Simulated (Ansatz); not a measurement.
Si built on the lonsdaleite prototype (r2SCAN geometry), in Ansatz:

```xyz
4
Lattice="3.8321 0.0000 0.0000 -1.9161 3.3187 0.0000 0.0000 0.0000 6.3412" Properties=species:S:1:pos:R:3 pbc="T T T"
Si    0.0000    2.2125    0.0036
Si    1.9161    1.1062    3.1742
Si    0.0000    2.2125    2.3744
Si    1.9161    1.1062    5.5450
```

G0W0@r2SCAN with 442 empty bands, a screening cutoff of 180 eV and a 6×6×2 mesh (PAW, contour deformation) gives 1.038 eV over the mesh points, from an r2SCAN gap of 0.607 eV; it sums over 450 bands with 427 plane waves in the screening and a wave cutoff of 500 eV. G0W0 values are finite-basis, finite-mesh values. (Simulation; spin polarisation is off.)

**Question.** Estimate the gap with potentials of the kind norm-conserving, with them a wave cutoff of 490 eV.

**Answer.** 1.031 eV (-0.007 eV), from a Kohn-Sham gap of 0.607 eV.

**Question.** Another run gave a Kohn-Sham gap of 0.607 eV and a G0W0 gap of 0.957 eV, summing over 191 bands with 185 plane waves in the screening and a wave cutoff of 500 eV. What was changed?

**Answer.** Empty bands 183, screening cutoff 100 eV. The counts of bands and plane waves show that both rose or fell; the cutoff follows only within a few eV.

**Question.** Another run gave a Kohn-Sham gap of 0.607 eV and a G0W0 gap of 1.061 eV, summing over 865 bands with 761 plane waves in the screening and a wave cutoff of 500 eV. What was changed?

**Answer.** Empty bands 857, screening cutoff 260 eV. The counts of bands and plane waves show that both rose or fell; the cutoff follows only within a few eV.
